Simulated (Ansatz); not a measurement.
# Si/ZnS/CoSi2: a contact from a semiconductor to a metal, part 2 of 5

Wanted: barrier heights, local density of states and T(E) for Si/ZnS/CoSi2. The semiconductor is Si diamond(111), undoped, with its far face capped by hydrogen, and the metal is CoSi2 fluorite(111), with ZnS zinc blende(111) between them (whole bilayers). After relaxation the nearest pair at the metal is Si–Zn at 2.45 Å, along the normal. The common net has a side of 3.854 Å, which strains the semiconductor by -0.4 %, the layer between by +0.0 % and the metal by +1.7 %, against typed lattice constants near PBE's. The first steps treat the bulk crystals alone.

Ansatz 0.2.0; PBE DFT, plane waves, PAW files (the session's first sound run).

So far: The starting structure; The strained electrode, 6 atoms, electrode Si diamond(111).

### 3. Layer spacing of the electrode, 9 atoms, electrode CoSi2 fluorite(111)

System of this step: CoSi2. It takes space group R-3m (No. 166, trigonal). Conventional cell: a = 3.854 Å, b = 3.854 Å, c = 9.174 Å, α = 90.00°, β = 90.00°, γ = 120.00°. Nearest to Si lie 4 Co at 2.29 to 2.35 Å. Co has 8 Si at 2.29 to 2.35 Å nearest. Farther neighbours are not listed.

The electrode is held to the junction's net and relaxed along the normal; its spacing is used for the ideal lead layers.

input.yaml reads:

```yaml
crystal:
  lattice:
    - [3.854, 0.0, 0.0]
    - [-1.927, 3.3376619062, 0.0]
    - [0.0, 0.0, 9.1742135305]
  atoms:
    - { symbol: Si, position: [0.0, 0.0, 0.0] }
    - { symbol: Co, position: [0.3333333333, 0.6666666667, 0.0833333333] }
    - { symbol: Si, position: [0.6666666667, 0.3333333333, 0.1666666667] }
    - { symbol: Si, position: [0.3333333333, 0.6666666667, 0.3333333333] }
    - { symbol: Co, position: [0.6666666667, 0.3333333333, 0.4166666667] }
    - { symbol: Si, position: [0.0, 0.0, 0.5] }
    - { symbol: Si, position: [0.6666666667, 0.3333333333, 0.6666666667] }
    - { symbol: Co, position: [0.0, 0.0, 0.75] }
    - { symbol: Si, position: [0.3333333333, 0.6666666667, 0.8333333333] }
kpoints:
  mp_grid: { grid: [12, 12, 3] }
scf:
  occupations: { method: fermi_dirac, width: 0.1 }
  max_iter: 150
hamiltonian:
  xc: pbe
relax:
  f_tol: 0.01
  max_steps: 40
  cell: { fix: [a, b, angles] }
```

Command:

```
$ ansatz run input.yaml --threads 8 --pin off --max-ram 24576MiB --backend cpu --events-out ev --progress --plain --runs-dir out
```

Numbers of over 12 decimals in the logs are rounded to 6 here.

Output:

```text
[...]
Crystal: 9 atoms, lattice volume = 118.011 Å³
Basis set: ecut = 420 eV, 2287 PW (Γ), exchange–correlation on 54×54×128 points (8 copies of the dense FFT grid, shifted against one another)
Bands: 47, of which v1, the nominal top of the filled ones, is band 38 counted from 1 (37 counted from 0)
Symmetry: 36 space group operations
[...]
k-points: 50 of 432
[...]
SCF iter   1: F=—  HF=-19197.512768 eV  |F-HF|=—  |Δ(HF+E_count)|=         —  Δρ=4.11e-3  dr2=2.13e-2  ethr=1.77e-3  ⟨swp⟩=7.4  Hψ=9932  notcnv=0  defer=9
[...]
SCF iter   8: F=-19197.512911 eV  HF=-19197.512911 eV  |F-HF|=1.80e-8  |Δ(HF+E_count)|=   8.57e-8  Δρ=5.82e-6  dr2=2.64e-8  ethr=1.33e-10  ⟨swp⟩=3.1  Hψ=9500  notcnv=0
SCF 1 converged in 8 iterations: F = -19197.512911 eV  dr2 = 2.64e-8
[...]
relax step   1: F+E_penalty+E_count = -19197.51291125 eV  Δ(F+E_penalty+E_count) = +0.000e0 eV  max|allowed force component| = 2.863e-1 eV/Å  Δτ_max = 0.0000 Å  P = -3.473 GPa  Ω = 118.011 Å³  fix = [a, b, alpha, beta, gamma]  reactions: a -6.299, b -6.299 GPa  (8 SCF iters, dr2 threshold 1.00e-7 eV, accepted)
Crystal: 9 atoms, lattice volume = 118.045 Å³
[...]
SCF iter   6: F=-19197.526104 eV  HF=-19197.526104 eV  |F-HF|=4.98e-10  |Δ(HF+E_count)|=   1.17e-9  Δρ=1.34e-6  dr2=2.13e-9  ethr=2.12e-11  ⟨swp⟩=1.8  Hψ=6469  notcnv=0
SCF 2 converged in 6 iterations: F = -19197.526104 eV  dr2 = 2.13e-9
relax step   2: F+E_penalty+E_count = -19197.52610448 eV  Δ(F+E_penalty+E_count) = -1.319e-2 eV  max|allowed force component| = 1.758e-1 eV/Å  Δτ_max = 0.0093 Å  P = -3.592 GPa  Ω = 118.045 Å³  energy of the carried Pulay correction = -1.465e-5 eV  fix = [a, b, alpha, beta, gamma]  reactions: a -6.012, b -6.012 GPa  (6 SCF iters, dr2 threshold 9.00e-7 eV, accepted)
Crystal: 9 atoms, lattice volume = 117.977 Å³
[...]
SCF iter   6: F=-19197.534232 eV  HF=-19197.534232 eV  |F-HF|=1.27e-9  |Δ(HF+E_count)|=  3.42e-10  Δρ=2.14e-6  dr2=5.97e-9  ethr=5.48e-11  ⟨swp⟩=1.8  Hψ=7041  notcnv=0
SCF 3 converged in 6 iterations: F = -19197.534232 eV  dr2 = 5.97e-9
relax step   3: F+E_penalty+E_count = -19197.53423204 eV  Δ(F+E_penalty+E_count) = -8.128e-3 eV  max|allowed force component| = 2.417e-3 eV/Å  Δτ_max = 0.0158 Å  P = -3.553 GPa  Ω = 117.977 Å³  energy of the carried Pulay correction = +1.464e-5 eV  fix = [a, b, alpha, beta, gamma]  reactions: a -5.427, b -5.427 GPa  (6 SCF iters, dr2 threshold 9.00e-7 eV, accepted)
[...]
relax step   4: F+E_penalty+E_count = -19197.53422466 eV  Δ(F+E_penalty+E_count) = +7.382e-6 eV  max|allowed force component| = 2.771e-5 eV/Å  Δτ_max = 0.0004 Å  P = -3.682 GPa  Ω = 118.069 Å³  energy of the carried Pulay correction = -2.467e-5 eV  fix = [a, b, alpha, beta, gamma]  reactions: a -5.488, b -5.488 GPa  (6 SCF iters, dr2 threshold 9.33e-8 eV, accepted)
[...]
relax step   5: F+E_penalty+E_count = -19197.53424245 eV  Δ(F+E_penalty+E_count) = -1.779e-5 eV  max|allowed force component| = 2.291e-4 eV/Å  Δτ_max = 0.0002 Å  P = -3.643 GPa  Ω = 118.041 Å³  energy of the carried Pulay correction = -1.262e-5 eV  fix = [a, b, alpha, beta, gamma]  reactions: a -5.466, b -5.466 GPa  (6 SCF iters, dr2 threshold 1.25e-8 eV, accepted)
[...]
SCF iter   1: F=—  HF=-19197.534286 eV  |F-HF|=—  |Δ(HF+E_count)|=         —  Δρ=2.24e-6  dr2=2.54e-9  ethr=4.56e-6  ⟨swp⟩=2.9  Hψ=14670  notcnv=0
eigensolver tolerance schedule: the retry pair's looser diagonalisation over-reported the residual by 1347575.55 of it (diagonalisation noise at an unbounded share of the residual, at the tolerance the schedule requests for it); recorded, not acted on — ethr = c·dr2/N_el stays at c = 1.0e-1
SCF iter   2: F=—  HF=-19197.534251 eV  |F-HF|=—  |Δ(HF+E_count)|=   3.53e-5  Δρ=1.92e-6  dr2=1.50e-9  ethr=3.38e-12  ⟨swp⟩=4.1  Hψ=7128  notcnv=0
[...]
SCF iter   8: F=-19197.534251 eV  HF=-19197.534251 eV  |F-HF|=3.64e-12  |Δ(HF+E_count)|=  3.64e-12  Δρ=5.72e-8  dr2=1.56e-12  ethr=1.00e-12  ⟨swp⟩=1.8  Hψ=5134  notcnv=0
SCF 6 converged in 8 iterations: F = -19197.534251 eV  dr2 = 1.56e-12
relax step   6: F+E_penalty+E_count = -19197.53425093 eV  Δ(F+E_penalty+E_count) = -8.481e-6 eV  max|allowed force component| = 2.290e-4 eV/Å  Δτ_max = 0.0000 Å  P = -3.643 GPa  Ω = 118.041 Å³  fix = [a, b, alpha, beta, gamma]  reactions: a -5.466, b -5.466 GPa  stress off target by 4.35e-3 GPa on what of the cell is left free  SCF on the basis re-selected at this cell (its energy is not comparable with the rows above)  (8 SCF iters)
basis re-selected at this cell: Δ(F+E_penalty+E_count) = -8.481e-6 eV, ΔP = -0.000 GPa vs the last step (what re-selecting the basis moved, of the pressure what is left beyond the Pulay correction that the steps carried, after the strain that the cell walked since its last selection, with what the two solves' SCF thresholds leave and, on support functions, any second-order correction that the steps lacked; it is no m [...]
SCF converged after 8 iterations
Free energy (F): -19197.534251 eV
[...]
Internal energy: -19197.433557 eV  (E = F + TS)
E sigma→0 (E₀):  -19197.483904 eV
Entropy (-TS):   -0.100694 eV (-11.188 meV/atom)
Fermi energy:    12.491206 eV
[...]
--- Forces (eV/Å), atoms counted from 1 ---
  atom   1  Si    -0.00000000    -0.00000000    -0.00022902
  atom   2  Co     0.00000000     0.00000000     0.00000000
  atom   3  Si    -0.00000000     0.00000000     0.00022902
  atom   4  Si    -0.00000000    -0.00000000    -0.00022902
  atom   5  Co     0.00000000    -0.00000000     0.00000000
  atom   6  Si    -0.00000000     0.00000000     0.00022902
  atom   7  Si    -0.00000000    -0.00000000    -0.00022902
  atom   8  Co    -0.00000000    -0.00000000     0.00000000
  atom   9  Si    -0.00000000     0.00000000     0.00022902
  max |Σ_I F_I| component: 1.36e-16 eV/Å
--- Stress (GPa, compression-positive) ---
       -5.466334      -0.000000       0.000000
       -0.000000      -5.466334       0.000000
        0.000000       0.000000       0.004345
  P = ⅓ Tr σ = -3.6428 GPa (-36.428 kbar)
--- Relaxed structure (5 steps of the walk, 5 accepted, 1 SCFs on fresh bases) ---
[...]
cell:  # Å, volume = 118.0406 Å³
    - [3.854000, 0, 0]
    - [-1.927000, 3.337662, 0]
    - [0, 0, 9.176507]
  atoms:
    - { symbol: Si, position: [8.251414239015967e-19, 0, 0.00270391] }
    - { symbol: Co, position: [0.333333, 0.666667, 0.083333] }
    - { symbol: Si, position: [0.666667, 0.333333, 0.163963] }
    - { symbol: Si, position: [0.333333, 0.666667, 0.336037] }
    - { symbol: Co, position: [0.666667, 0.333333, 0.416667] }
    - { symbol: Si, position: [-8.251414239015967e-19, 0, 0.497296] }
    - { symbol: Si, position: [0.666667, 0.333333, 0.669371] }
    - { symbol: Co, position: [0, 0, 0.750000] }
    - { symbol: Si, position: [0.333333, 0.666667, 0.830629] }
```

The job ended after 14 s (8 threads of Arm Neoverse V1, shared host; peak memory 0.74 GiB; 1.7 min of CPU time).

This run has no spin polarisation, although Co can carry a moment.

Relaxation path:

```csv
step,energy less that of the first step (eV),largest force component (eV/Å),pressure (GPa),volume (Å³)
1,0.0000,0.2863,-3.47,118.01
2,-0.0132,0.1758,-3.59,118.05
3,-0.0213,0.0024,-3.55,117.98
4,-0.0213,0.0000,-3.68,118.07
5,-0.0213,0.0002,-3.64,118.04
6*,-0.0213,0.0002,-3.64,118.04
```

Relaxation steps marked * repeat the geometry before them on a plane-wave basis chosen anew for their cell, so energy and pressure can jump there.

Forces are held to the 36 operations that the run works with; a distortion that breaks them can't arise in this run.

```csv
"conventional cell, symmetrised",before,after,change
a (Å),3.854,3.854,+0.0 %
b (Å),3.854,3.854,+0.0 %
c (Å),9.174,9.177,+0.0 %
volume (Å³/atom),13.11,13.12,+0.0 %
```

The atoms that moved most (Å, as changes of fractional coordinates times the final cell):

```csv
atom,dx,dy,dz,length
Si4,0.000,0.000,0.025,0.025
Si7,0.000,0.000,0.025,0.025
Si1,0.000,0.000,0.025,0.025
Si3,0.000,0.000,-0.025,0.025
Si6,0.000,0.000,-0.025,0.025
Si9,0.000,0.000,-0.025,0.025
```

Numbers from this step:

* free energy: -19197.5343 eV
* Fermi energy: 12.49 eV
* pressure: -3.643 GPa

The relaxation ends with a largest force component of 2.3e-4 eV/Å.

### 4. Relaxing the interfaces

System of this step: Si/ZnS/CoSi2. The cell holds 18 atoms: 9 Si, 3 S, 3 Zn, 2 Co and 1 H. Cell: a = 3.854 Å, b = 3.854 Å, c = 38.616 Å, α = 90.0°, β = 90.0°, γ = 120.0°. Vacuum lies along c.

The bonds at the contact set its dipole, and with it the barrier heights, so the interface is relaxed first in a short slab. The dipole correction removes the field between the unlike outer faces.

input.yaml reads:

```yaml
crystal:
  lattice:
    - [3.854, 0.0, 0.0]
    - [-1.927, 3.3376619062, 0.0]
    - [0.0, 0.0, 38.6155822227]
  atoms:
    - { symbol: Si, position: [0.0, 0.0, 0.2071702546] }
    - { symbol: Si, position: [0.33333333, 0.66666667, 0.2276673926] }
    - { symbol: Si, position: [0.33333333, 0.66666667, 0.2891588067] }
    - { symbol: Si, position: [0.66666667, 0.33333333, 0.3096559448] }
    - { symbol: Si, position: [0.66666667, 0.33333333, 0.3711473589] }
    - { symbol: Si, position: [0.0, 0.0, 0.3916444969] }
    - { symbol: S, position: [0.0, 0.0, 0.4488752798] }
    - { symbol: Zn, position: [0.33333333, 0.66666667, 0.4692453324] }
    - { symbol: S, position: [0.33333333, 0.66666667, 0.5303554903] }
    - { symbol: Zn, position: [0.66666667, 0.33333333, 0.5507255429] }
    - { symbol: S, position: [0.66666667, 0.33333333, 0.6118357008] }
    - { symbol: Zn, position: [0.0, 0.0, 0.6322057534] }
    - { symbol: Si, position: [0.0, 0.0, 0.6938389041] }
    - { symbol: Co, position: [0.33333333, 0.66666667, 0.7136370724] }
    - { symbol: Si, position: [0.66666667, 0.33333333, 0.7334352406] }
    - { symbol: Si, position: [0.33333333, 0.66666667, 0.7730315772] }
    - { symbol: Co, position: [0.66666667, 0.33333333, 0.7928297454] }
    - { symbol: H, position: [0.0, 0.0, 0.1683258318] }
kpoints:
  mp_grid: { grid: [8, 8, 1] }
scf:
  occupations: { method: fermi_dirac, width: 0.1 }
  max_iter: 150
hamiltonian:
  xc: pbe
efield:
  axis: 3
  dipole_correction: true
relax:
  f_tol: 0.04
  max_steps: 60
output:
  forces: true
```

Output:

```text
[...]
Crystal: 18 atoms, lattice volume = 496.726 Å³
Basis set: ecut = 420 eV, 9741 PW (Γ), exchange–correlation on 54×54×540 points (8 copies of the dense FFT grid, shifted against one another)
Bands: 81, of which v1, the nominal top of the filled ones, is band 63 counted from 1 (62 counted from 0)
Symmetry: 6 space group operations
[...]
k-points: 10 of 64 (time reversal used)
[...]
SCF iter   1: F=—  HF=-28657.227312 eV  |F-HF|=—  |Δ(HF+E_count)|=         —  Δρ=5.43e-3  dr2=2.59e0  ethr=1.77e-3  p=-0.019 e·Å  D=-6.77e-3 V/Å  ΔV_dip=0.26 eV  dr2_dipole=1.78e0  V_vac-E_F(+/−)=3.80/3.53 eV  ⟨swp⟩=9.8  Hψ=4337  notcnv=0  defer=6
efield: sawtooth ramp at fractional position 0.9306 (placed from the atoms, in the widest stretch of the axis that holds none; the zero of the levels goes with the place), width 0.1000; the density the first Hamiltonian is built on has a dipole p = -0.019 e·Å; the dipole correction subtracts the counter field D = -6.77e-3 V/Å, which shifts the + side's vacuum level by +0.26 eV against the − side's; the planar-averaged density in the ramp window peaks in size at 5.8e-5 e/Å³
[...]
SCF iter   2: F=—  HF=-28657.235540 eV  |F-HF|=—  |Δ(HF+E_count)|=   8.23e-3  Δρ=4.34e-3  dr2=7.09e-1  ethr=1.77e-3  p=0.042 e·Å  D=1.54e-2 V/Å  ΔV_dip=-0.59 eV  dr2_dipole=4.03e-2  V_vac-E_F(+/−)=3.88/4.47 eV  ⟨swp⟩=3.0  Hψ=1210  notcnv=0  defer=17
[...]
SCF iter   7: F=-28657.176107 eV  HF=-28657.176108 eV  |F-HF|=1.54e-6  |Δ(HF+E_count)|=   2.28e-5  Δρ=4.69e-5  dr2=1.58e-5  ethr=3.20e-8  p=-0.014 e·Å  D=-4.94e-3 V/Å  ΔV_dip=0.19 eV  dr2_dipole=1.29e-6  V_vac-E_F(+/−)=3.88/3.69 eV  ⟨swp⟩=4.2  Hψ=2640  notcnv=0
WARN: efield: at this solve's end the planar-averaged density reaches 1.44e-5 e/Å³ inside the ramp window [0.9047, 0.0565] (bound 1e-5 e/Å³), and -4.53e-6 e/Å³ on another of its planes; by the running means of the window's planes the mean density over a ramp is at most 1.30e-5 e/Å³, which is held to the bound (the quickstart, § The vacuum guard, A window that rings); the window's nearer edge stands 4.32 Å from this s [...]
SCF 1 converged in 7 iterations: F = -28657.176107 eV  dr2 = 1.58e-5
[...]
relax step   1: F+E_penalty+E_count = -28657.17610677 eV  Δ(F+E_penalty+E_count) = +0.000e0 eV  max|allowed force component| = 1.431e0 eV/Å  Δτ_max = 0.0000 Å  (7 SCF iters, dr2 threshold 4.00e-5 eV, accepted)
[...]
SCF iter   1: F=—  HF=-28657.536566 eV  |F-HF|=—  |Δ(HF+E_count)|=         —  Δρ=1.49e-2  dr2=2.14e0  ethr=1.74e-3  p=-0.014 e·Å  D=-4.94e-3 V/Å  ΔV_dip=0.19 eV  dr2_dipole=5.21e-1  V_vac-E_F(+/−)=3.89/3.70 eV  ⟨swp⟩=1.0  Hψ=3204  notcnv=0  defer=19
efield: sawtooth ramp at fractional position 0.9306 (handed on by an earlier solve), width 0.1000; the density the first Hamiltonian is built on has a dipole p = -0.014 e·Å; the dipole correction subtracts the counter field D = -4.94e-3 V/Å, which shifts the + side's vacuum level by +0.19 eV against the − side's; the planar-averaged density in the ramp window peaks in size at 1.6e-5 e/Å³
[...]
SCF iter   2: F=—  HF=-28657.519148 eV  |F-HF|=—  |Δ(HF+E_count)|=   1.74e-2  Δρ=1.20e-2  dr2=8.35e-1  ethr=1.71e-3  p=-0.029 e·Å  D=-1.07e-2 V/Å  ΔV_dip=0.41 eV  dr2_dipole=2.13e-3  V_vac-E_F(+/−)=3.75/3.34 eV  ⟨swp⟩=3.2  Hψ=1508  notcnv=0  defer=19
[...]
SCF iter   7: F=-28657.454919 eV  HF=-28657.454972 eV  |F-HF|=5.27e-5  |Δ(HF+E_count)|=   4.88e-5  Δρ=4.47e-5  dr2=2.71e-5  ethr=8.00e-8  p=-0.012 e·Å  D=-4.39e-3 V/Å  ΔV_dip=0.17 eV  dr2_dipole=3.32e-5  V_vac-E_F(+/−)=3.94/3.77 eV  ⟨swp⟩=3.2  Hψ=3127  notcnv=0
SCF 2 converged in 7 iterations: F = -28657.454919 eV  dr2 = 2.71e-5
relax step   2: F+E_penalty+E_count = -28657.45491910 eV  Δ(F+E_penalty+E_count) = -2.788e-1 eV  max|allowed force component| = 6.460e-1 eV/Å  Δτ_max = 0.1260 Å  (7 SCF iters, dr2 threshold 1.00e-4 eV, accepted)
[...]
SCF iter   8: F=-28657.513311 eV  HF=-28657.513314 eV  |F-HF|=3.55e-6  |Δ(HF+E_count)|=   2.29e-6  Δρ=3.90e-5  dr2=8.61e-6  ethr=2.09e-8  p=-0.020 e·Å  D=-7.13e-3 V/Å  ΔV_dip=0.28 eV  dr2_dipole=3.65e-8  V_vac-E_F(+/−)=4.05/3.77 eV  ⟨swp⟩=4.0  Hψ=2575  notcnv=0
SCF 3 converged in 8 iterations: F = -28657.513311 eV  dr2 = 8.61e-6
relax step   3: F+E_penalty+E_count = -28657.51331080 eV  Δ(F+E_penalty+E_count) = -5.839e-2 eV  max|allowed force component| = 1.779e-1 eV/Å  Δτ_max = 0.1174 Å  (8 SCF iters, dr2 threshold 2.61e-5 eV, accepted)
[...]
relax step   4: F+E_penalty+E_count = -28657.51726129 eV  Δ(F+E_penalty+E_count) = -3.950e-3 eV  max|allowed force component| = 2.191e-2 eV/Å  Δτ_max = 0.0287 Å  (7 SCF iters, dr2 threshold 2.40e-6 eV, accepted)
[...]
SCF iter   4: F=-28657.517263 eV  HF=-28657.517263 eV  |F-HF|=2.09e-8  |Δ(HF+E_count)|=   2.24e-8  Δρ=1.76e-6  dr2=2.09e-8  ethr=8.00e-11  p=-0.018 e·Å  D=-6.63e-3 V/Å  ΔV_dip=0.26 eV  dr2_dipole=1.28e-9  V_vac-E_F(+/−)=4.04/3.78 eV  ⟨swp⟩=3.5  Hψ=2996  notcnv=0
SCF 5 converged in 4 iterations: F = -28657.517263 eV  dr2 = 2.09e-8
relax step   5: F+E_penalty+E_count = -28657.51726260 eV  Δ(F+E_penalty+E_count) = -1.315e-6 eV  max|allowed force component| = 2.203e-2 eV/Å  Δτ_max = 0.0000 Å  (4 SCF iters, accepted)
SCF converged after 4 iterations
Free energy (F): -28657.517263 eV
[...]
Internal energy: -28657.401874 eV  (E = F + TS)
E sigma→0 (E₀):  -28657.459568 eV
Entropy (-TS):   -0.115388 eV (-6.410 meV/atom)
Fermi energy:    3.800765 eV
Dipole field:    D = -0.006602 V/Å  (p = -0.018123 e·Å, saw-weighted, corrected)
Work function:   Φ+ = 4.0396 eV   Φ− = 3.7848 eV
Levels:          The Fermi level and band energies are counted from a zero that moves with the ramp; work functions are not
[...]
--- Forces (eV/Å), atoms counted from 1 ---
  atom   1  Si     0.00000000    -0.00000000    -0.02203663
  atom   2  Si    -0.00000000     0.00000000     0.01124892
  atom   3  Si     0.00000000    -0.00000000     0.00366253
  atom   4  Si     0.00000000     0.00000000     0.00221879
  atom   5  Si     0.00000000    -0.00000000    -0.00401141
  atom   6  Si     0.00000000     0.00000000     0.01657909
  atom   7  S      0.00000000    -0.00000000    -0.01720117
  atom   8  Zn     0.00000000     0.00000000     0.01608956
  atom   9  S     -0.00000000    -0.00000000    -0.01467576
  atom  10  Zn     0.00000000     0.00000000     0.00814250
  atom  11  S      0.00000000    -0.00000000    -0.00781328
  atom  12  Zn     0.00000000     0.00000000     0.02062759
  atom  13  Si     0.00000000     0.00000000    -0.01951784
  atom  14  Co     0.00000000     0.00000000    -0.01739689
  atom  15  Si     0.00000000     0.00000000     0.00822889
  atom  16  Si     0.00000000    -0.00000000     0.02003963
  atom  17  Co    -0.00000000    -0.00000000    -0.00245892
  atom  18  H     -0.00000000     0.00000000    -0.00183111
  max |Σ_I F_I| component: 1.06e-4 eV/Å
--- Relaxed structure (5 steps of the walk, 5 accepted, 0 SCFs on fresh bases) ---
  F+E_penalty+E_count = -28657.51726260 eV   max|allowed force component| = 2.203e-2 eV/Å
  atoms:
    - { symbol: Si, position: [4.767432227312601e-18, 0, 0.210050] }
    - { symbol: Si, position: [0.333333, 0.666667, 0.229665] }
    - { symbol: Si, position: [0.333333, 0.666667, 0.290835] }
    - { symbol: Si, position: [0.666667, 0.333333, 0.310439] }
    - { symbol: Si, position: [0.666667, 0.333333, 0.371517] }
    - { symbol: Si, position: [-3.87962317177534e-18, 0, 0.389301] }
    - { symbol: S, position: [-1.5835379069369483e-18, 0, 0.447919] }
    - { symbol: Zn, position: [0.333333, 0.666667, 0.469781] }
    - { symbol: S, position: [0.333333, 0.666667, 0.529094] }
    - { symbol: Zn, position: [0.666667, 0.333333, 0.551452] }
    - { symbol: S, position: [0.666667, 0.333333, 0.610717] }
    - { symbol: Zn, position: [2.1875908637491974e-18, 0, 0.633527] }
    - { symbol: Si, position: [5.145928615630996e-18, 0, 0.696948] }
    - { symbol: Co, position: [0.333333, 0.666667, 0.712583] }
    - { symbol: Si, position: [0.666667, 0.333333, 0.730309] }
    - { symbol: Si, position: [0.333333, 0.666667, 0.772297] }
    - { symbol: Co, position: [0.666667, 0.333333, 0.787270] }
    - { symbol: H, position: [4.564062593774649e-18, 0, 0.171083] }
```

The job ended after 25 s (8 threads; peak memory 1.8 GiB; 3.2 min of CPU time).

This run has no spin polarisation although its electron count is odd.

Relaxation path:

```csv
step,energy less that of the first step (eV),largest force component (eV/Å)
1,0.0000,1.4309
2,-0.2788,0.6460
3,-0.3372,0.1779
4,-0.3412,0.0219
5,-0.3412,0.0220
```

Forces are held to the 6 operations that the run works with; a distortion that breaks them can't arise in this run.

The atoms that moved most (Å):

```csv
atom,dx,dy,dz,length
Co17,0.000,0.000,-0.215,0.215
Si15,0.000,0.000,-0.121,0.121
Si13,0.000,0.000,0.120,0.120
Si1,0.000,0.000,0.111,0.111
H18,0.000,0.000,0.106,0.106
Si6,0.000,0.000,-0.091,0.091
Si2,0.000,0.000,0.077,0.077
Si3,0.000,0.000,0.065,0.065
```

This step gave:

```
free energy  : -28657.5173 eV
Fermi energy : 3.801 eV
```

The largest force component on a free atom ends at 0.022 eV/Å. At one or more of this run's solves the program warned of density in the dipole ramp over its bound, where dipole, forces and levels can be off.

[end of part 2 of 5]

[Logs are printed without paths, hosts, clocks, repeated set-up lines and the standing remarks that a program may print on its own settings, such as how far it seeks lower states.]

[Hosts, paths, dates, database ids (printed as entryN), source tags and the programs' standing remarks are cut or masked in the printed files.]
